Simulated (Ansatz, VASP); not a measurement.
# One calculation of AlGaN2, two programs

Contents of INCAR:

```
SYSTEM = AlGaN2
ALGO = Normal
EDIFF = 1E-6
ENCUT = 520
GGA = CA
ISIF = 2
ISMEAR = 0
LASPH = .TRUE.
LCHARG = .FALSE.
LREAL = .FALSE.
LWAVE = .FALSE.
NBANDS = 21
NELM = 60
PREC = Accurate
SIGMA = 0.05
```

Contents of KPOINTS:

```
k-points
0
G
  8 8 6
  0 0 0
```

Contents of POSCAR:

```
AlGaN2
1.0
    3.3878740328      0.0000000000      0.0000000000
    0.0000000000      3.3878740328      0.0000000000
    0.0000000000      0.0000000000      4.3843302008
Al Ga N
1 1 2
Direct
    0.5000000000      0.5000000000      0.5000000000
    0.0000000000      0.0000000000      0.0000000000
    0.5000000000      0.0000000000      0.7400513254
    0.0000000000      0.5000000000      0.2599486746
```

Input for Ansatz:

```yaml
crystal:
  lattice:
    - [3.3878740328, 0.0, 0.0]
    - [0.0, 3.3878740328, 0.0]
    - [0.0, 0.0, 4.3843302008]
  atoms:
    - { symbol: Al, position: [0.5, 0.5, 0.5] }
    - { symbol: Ga, position: [0.0, 0.0, 0.0] }
    - { symbol: "N", position: [0.5, 0.0, 0.7400513254] }
    - { symbol: "N", position: [0.0, 0.5, 0.2599486746] }
basis:
  ecutwfc: 420
kpoints:
  mp_grid: { grid: [8, 8, 6] }
hamiltonian:
  xc: lda
scf:
  occupations: { method: gaussian, width: 0.05 }
output:
  forces: true
  stress: true
  eigenvalues: true
  write_density: true
  write_potential: true
  elf: true
  volumetric_format: npy
```

Change from the starting cell: strain +0.0875 x Voigt [1, 1, 0, 0, 0, 0], atoms carried along.

Alike in both runs: task single point; functional LDA; k mesh 8 × 8 × 6; occupations gaussian, width 0.05 eV; no spin polarisation.

|  | VASP | Ansatz |
| --- | --- | --- |
| version | VASP 6.6.1 | Ansatz 0.2.0 |
| potentials or method | VASP PAW LDA potentials, release 64 (Al, Ga_d, N) | scalar-relativistic, plane waves, PAW |
| plane-wave cutoff (eV) | 520 | 420 |
| valence electrons in the cell | 26 | 26 |

```tsv
	VASP	Ansatz	Ansatz less VASP
gap on the k mesh at the Fermi level (eV)	1.76	1.75	-0.009
least direct gap on the mesh (eV)	1.76	1.75	-0.009
pressure (GPa)	-24.4	-24.8	-0.44
largest component of the traceless stress (GPa)	6.76	6.81	+0.042
rms of the force components (eV/Å)	0.051	0.042	-0.0093
```

Atom by atom the forces differ by 0.009 eV/Å (rms over components).

Caveats: so large a pressure means that the cell lies far from this level's equilibrium, or that cutoff or potentials fall short (VASP).
